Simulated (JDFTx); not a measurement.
**Sr under changes of volume**

One of the cells (56.319 Å³/atom); the others are scaled copies at fixed shape and fractional positions:

```
CELL_PARAMETERS angstrom
0.00000 3.04235 3.04235
3.04235 0.00000 3.04235
3.04235 3.04235 0.00000
ATOMIC_POSITIONS crystal
Sr 0.00000 0.00000 0.00000
```

| Item | Value |
| --- | --- |
| Program | JDFTx 1.7.0 (patched build) |
| Functional | PBEsol |
| Potentials or basis | PseudoDojo-SR-PBEsol-0.4.1-standard with smoothed tails |
| Cutoff | 925 eV |
| Density cutoff | 3701 eV |
| k mesh | 8 × 8 × 8 |
| Occupations | fermi-dirac, width 0.05 eV |
| Spin | no spin polarisation |

```tsv
volume (Å³/atom)	energy over the lowest point (meV/atom)	pressure (GPa)
52.940	0.00	-0.3
54.067	2.94	-0.5
55.193	7.46	-0.7
56.319	13.39	-0.9
57.446	20.61	-1.1
58.572	28.98	-1.2
59.698	?	?
```

Problem. What does the run at 59.698 Å³/atom give?

Solution. Energy over the lowest point 38.39 meV/atom; pressure -1.4 GPa.

Worked out: A Birch-Murnaghan fit of order 3 (a polynomial in V^(-2/3)) to the other rows has its minimum at 51.66 Å³/atom, just outside them, with B0 = V·E''(V) = 12.8 GPa and B' = 3.8. It gives 38.39 meV/atom at 59.698 Å³/atom, against the run's 38.39, and -dE/dV = -1.4 GPa, against -1.4.

Energies are extrapolated to zero smearing.
